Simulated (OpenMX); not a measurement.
TiSi2:

```
Ti Si
1.0
     4.77937    0.00000    0.00000
     2.64489    3.98082    0.00000
    -3.55269   -2.28777    2.23314
Ti Si
1 2
Direct
  0.00000 0.00000 0.00000
  0.67008 0.67008 0.00000
  0.32992 0.32992 0.00000
```

The cell comes from a database or a generator and needn't be the stable form of this composition.

Base run:

| Property | Result |
| --- | --- |
| Program | OpenMX 3.8.5 |
| Functional | PBE |
| Dispersion | D3 |
| Potentials or basis | OpenMX 2013 PBE set, Ti7.0-s3p2d2, Si7.0-s2p2d1, grid cutoff 400 Ry |
| k mesh | 9 × 9 × 9 |
| Occupations | fermi-dirac, width 0.05 eV |
| Spin | no spin polarisation |

Its results: band gap on the k mesh none (metal or under the smearing width); pressure -3.3 GPa; largest force 0.097 eV/Å.

**Question.** The run is repeated on the same cell with these changes: dispersion from D3 to none. What comes out?

**Answer.** Band gap on the k mesh none (metal or under the smearing width); pressure 1.6 GPa; largest force 0.074 eV/Å.

Dispersion adds attraction, which lowers the pressure at fixed volume and, as a term added to the energy, leaves the levels alone.

Caveats: the basis of atomic orbitals isn't converged, which shifts pressures, moduli and gaps; pairwise dispersion overbinds metals, which lowers pressure and volume (some runs).
